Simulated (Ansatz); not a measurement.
# SiC18: the cost of one run

All numbers below are computed with Ansatz 0.2.0 (DFT PBE, plane waves, PAW, scalar-relativistic, collinear spin).

1 further run of the same task is left out (it didn't finish).

## 1. The system as given

The cell holds 19 atoms (C18Si): a = 7.398 Å, b = 7.398 Å, c = 11.000 Å, α = 90.00°, β = 90.00°, γ = 120.00°.

The coordinates stand in the first input below.

## 2. End point A

The input, input.yaml:

```yaml
crystal:
  lattice:
    - [7.398, 0.0, 0.0]
    - [-3.699, 6.406856, 0.0]
    - [0.0, 0.0, 11.0]
  atoms:
    - { symbol: C, position: [0.0, 0.0, 0.0909091] }
    - { symbol: C, position: [0.2222222, 0.1111111, 0.0909091] }
    - { symbol: C, position: [0.0, 0.3333333, 0.0909091] }
    - { symbol: C, position: [0.2222222, 0.4444444, 0.0909091] }
    - { symbol: C, position: [0.0, 0.6666667, 0.0909091] }
    - { symbol: C, position: [0.2222222, 0.7777778, 0.0909091] }
    - { symbol: C, position: [0.3333333, 0.0, 0.0909091] }
    - { symbol: C, position: [0.5555556, 0.1111111, 0.0909091] }
    - { symbol: C, position: [0.3333333, 0.3333333, 0.0909091] }
    - { symbol: C, position: [0.5555556, 0.4444444, 0.0909091] }
    - { symbol: C, position: [0.3333333, 0.6666667, 0.0909091] }
    - { symbol: C, position: [0.5555556, 0.7777778, 0.0909091] }
    - { symbol: C, position: [0.6666667, 0.0, 0.0909091] }
    - { symbol: C, position: [0.8888889, 0.1111111, 0.0909091] }
    - { symbol: C, position: [0.6666667, 0.3333333, 0.0909091] }
    - { symbol: C, position: [0.8888889, 0.4444444, 0.0909091] }
    - { symbol: C, position: [0.6666667, 0.6666667, 0.0909091] }
    - { symbol: C, position: [0.8888889, 0.7777778, 0.0909091] }
    - { symbol: Si, position: [0.69343, 0.7417732, 0.2590909], spin: 1.0 }
magnetization:
  spin_polarized: true
basis:
  ecutwfc: 420.0
kpoints:
  mp_grid: { grid: [2, 2, 1] }
hamiltonian:
  xc: pbe
scf:
  occupations: { method: fermi_dirac, width: 0.02 }
  lower_state_search: "off"
relax:
  f_tol: 0.03
  max_steps: 60
  adjacent_minimum: "off"
```

Started as:

```bash
$ ansatz run input.yaml --threads 2 --pin off --max-ram 5120MiB --backend cpu --events-out ev --progress --plain --runs-dir out
```

Q: Estimate wall time and peak memory on 2 threads of AMD EPYC 9R45 (Zen 5), shared host.

About 33 s, with a peak of 0.94 GiB.
